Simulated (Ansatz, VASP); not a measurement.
**One calculation of Ga, two programs**

```
CELL_PARAMETERS angstrom
2.15852 0.00000 0.00000
0.00000 2.15852 0.00000
0.00000 0.00000 2.15852
ATOMIC_POSITIONS crystal
Ga 0.00000 0.00000 0.00000
```

Change from the starting cell: volume scaled by 0.5, LAPW.

Alike in both runs: task single point; functional PBE; k mesh 14 × 14 × 14; occupations fermi-dirac, width 0.05 eV; no spin polarisation.

|  | VASP | Ansatz |
| --- | --- | --- |
| version | VASP 6.6.1 | Ansatz 0.2.0 |
| potentials or method | VASP PAW PBE potentials, release 64 (Ga_d), cutoff 520 eV | all-electron LAPW, scalar-relativistic |

```tsv
	VASP	Ansatz	Ansatz less VASP
pressure (GPa)	176.1	174.8	-1.21
```

Ansatz ran all-electron here, so the differences hold the error of VASP's frozen core and of both bases.

Caveats: the cell as given lies far from equilibrium; so large a pressure means that the cell lies far from this level's equilibrium, or that cutoff or potentials fall short (VASP).
